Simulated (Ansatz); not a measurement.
Guessed and relaxed cells of P

The guess for P was made by a generator: 3-, 4-connected net of one element (Pmna, No. 53). Lengths were set from tabulated atomic sizes, so they are only a guess.

start:

Space group Pmna (No. 53). a = 5.927 Å, b = 5.385 Å, c = 6.462 Å, α = 90.00°, β = 90.00°, γ = 90.00°
```csv
atom,site,symmetry,x,y,z
P,4e,2..,0.3326,0.0000,0.0000
P,8i,1,0.6785,0.6425,0.1059
```

Theory: DFT PBE, scalar-relativistic, plane waves, PAW in Ansatz 0.2.0. Cutoff 420 eV, Gaussian smearing, Γ-centred meshes. Cell and atoms relax first on a coarse mesh and then on a finer one. In between, the cell is made exact in the group found at 0.06 Å. In metals the finer mesh still leaves noise of several meV/atom or more. The steps can't lower the symmetry of their start. No spin polarisation.

end:

Space group Cmmm (No. 65). a = 4.866 Å, b = 4.909 Å, c = 7.406 Å, α = 90.00°, β = 90.00°, γ = 90.00°
```tsv
atom	site	symmetry	x	y	z
P	4i	m2m	0.5000	0.7649	0.0000
P	8n	m..	0.5000	0.2591	0.6665
```

The symmetry goes from Pmna (No. 53) to Cmmm (No. 65), and the primitive cell from 12 to 6 atoms. The volume per atom shrinks by 14.2 %, from 17.2 to 14.7 Å³. The shortest distance goes from 1.98 Å (P–P) to 2.31 Å (P–P). The energy falls by about 1.1 eV/atom (the start's value is from the coarse mesh). The end is written in a standard setting, so origin, axes and order of atoms can differ from the start's.

```
Volume per atom                            : 14.74 Å³
Density                                    : 3.49 g/cm³
Energy over the standard state             : +0.09 eV/atom
Gap on the 10×10×6 mesh of the 6-atom cell : 0 eV (a metal)
```

Energies count from the standard state of P at the same level. The references include black phosphorus. So it is a metastable form at best.

The last run used Gaussian smearing of 0.10 eV. The reference form of P is held partly by dispersion forces, which this level lacks. Symmetry constrained the relaxation, so the result can be a saddle point. In all, the 3 runs took 20 min on 1 thread of Intel(R) Xeon(R) Processor @ 2.50GHz (Skylake/Cascade Lake) (shared host).
